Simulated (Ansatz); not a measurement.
## Te on a Mo site in Te2Mo

These are results of Ansatz, DFT PBE+D3(BJ), scalar-relativistic, plane waves, PAW, not measurements. Settings: 420 eV cutoff, 2×2×2 k-mesh, Gaussian smearing of 0.01 eV, collinear spin in charge +1, -1 alone.

Host crystal, relaxed:

```xyz
6
Lattice="3.4970 0.0000 0.0000 -1.7485 3.0285 0.0000 0.0000 0.0000 13.7022" Properties=species:S:1:pos:R:3 pbc="T T T"
Te    0.0000    2.0190    1.6083
Te    1.7485    1.0095    8.4599
Te    1.7485    1.0095   12.0939
Te    0.0000    2.0190    5.2422
Mo    0.0000    2.0190   10.2769
Mo    1.7485    1.0095    3.4252
```

Supercell of 42 atoms, rows in host cell vectors: -3 -1 0; 1 -2 0; 0 0 1. Atoms relax at the host's cell, keeping the symmetry that the supercell leaves at the site. The cell is small, so energies carry finite-size errors of tenths of an eV. The host's Kohn–Sham gap is 0.60 eV.

Spin-orbit coupling is left out, which matters for the bands and energies of heavy elements. Starting moments were lost in some runs.

Defect: Te on a Mo site at (0.333, 0.667, 0.750) of the host cell, charge +1.

(1) Give the relaxed supercell.

Answers

(1)
```
Te Mo
1.0
    -8.74243   -3.02847    0.00000
     6.99394   -6.05693    0.00000
     0.00000    0.00000   13.70217
Te Mo
29 13
Direct
  0.66667 0.33333 0.11601
  0.52432 0.90561 0.11824
  0.38129 0.47568 0.11824
  0.23802 0.04728 0.11736
  0.09439 0.61871 0.11824
  0.95272 0.19075 0.11736
  0.80925 0.76198 0.11736
  0.61352 0.54596 0.61931
  0.45404 0.06757 0.61931
  0.33333 0.66667 0.60694
  0.19732 0.23674 0.61155
  0.03942 0.80268 0.61155
  0.93243 0.38648 0.61931
  0.76326 0.96058 0.61155
  0.61353 0.54594 0.88070
  0.45406 0.06758 0.88070
  0.33333 0.66667 0.89309
  0.19732 0.23674 0.88847
  0.03943 0.80268 0.88847
  0.93242 0.38647 0.88070
  0.76326 0.96057 0.88847
  0.66667 0.33333 0.38397
  0.52432 0.90561 0.38175
  0.38129 0.47568 0.38175
  0.23802 0.04728 0.38262
  0.09439 0.61871 0.38175
  0.95272 0.19075 0.38262
  0.80925 0.76198 0.38262
  0.66667 0.33333 0.75000
  0.52228 0.87800 0.75001
  0.35573 0.47772 0.75001
  0.20924 0.03407 0.75001
  0.12200 0.64427 0.75001
  0.96593 0.17516 0.75001
  0.82484 0.79076 0.75001
  0.62031 0.52351 0.24999
  0.47649 0.09680 0.24999
  0.33333 0.66667 0.24999
  0.18978 0.23697 0.24999
  0.04719 0.81022 0.24999
  0.90320 0.37969 0.24999
  0.76303 0.95281 0.24999
```
Around the defect: 6 Te at 2.88 Å. The run ended with a moment of 0.13 μB, which may not be the ground spin state.